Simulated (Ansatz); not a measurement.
## TiPbO3, a database entry at a rescaled volume

```
Pb Ti O
1.0
     3.96004    0.00000    3.96004
     0.00000    3.96004    0.00000
     3.96004    0.00000   -3.96004
Pb Ti O
2 2 6
Cartesian
  0.0000 0.0000 0.0000
  3.9600 0.0000 0.0000
  1.9800 1.9800 -1.9800
  1.9800 1.9800 1.9800
  3.9600 1.9800 -1.9800
  3.9600 1.9800 1.9800
  1.9800 0.0000 -1.9800
  1.9800 0.0000 1.9800
  1.9800 1.9800 0.0000
  5.9401 1.9800 0.0000
```

Level: PBE, with U_eff = 4.55 eV on Ti d (all-electron-ortho-atomic projectors), no spin polarisation; 420 eV; 5×7×5 Γ-centred mesh; fermi-dirac occupations (width 0.1 eV); Ansatz 0.2.0, fixed geometry.

Question: What is the character of the valence top and the conduction bottom?

Answer: Within 0.7 eV of the edges, the states project mainly on O p (90 %) below the gap and on Ti d (87 %) above it.

Question: Describe some of the short contacts.

Answer: Ti–O at 1.98 Å: least valence density 0.67 e/Å³ and ELF 0.21 there. Pb–O at 2.80 Å: least valence density 0.17 e/Å³ and ELF 0.11 there, a closed-shell (ionic or weak) contact. These are pseudo-fields; inside the PAW spheres they differ from the all-electron ones.

Question: Is the cell too large or too small?

Answer: The pressure is 2.4 GPa (compression positive), so with the atoms held at these fractions the cell would first expand.

Question: What is the band gap?

Answer: The gap is 2.24 eV, indirect (the least direct gap found is 2.24 eV). A semilocal functional usually gives too small a gap.

Question: How is the charge shared?

Answer: Bader charges in e: Ti +2.40, Pb +1.38, O -1.26. In the mean Ti gives up most and O takes most.

Origin: a database entry at a rescaled volume. Caveats: no spin-orbit coupling, which can shift this gap by tenths of an eV.
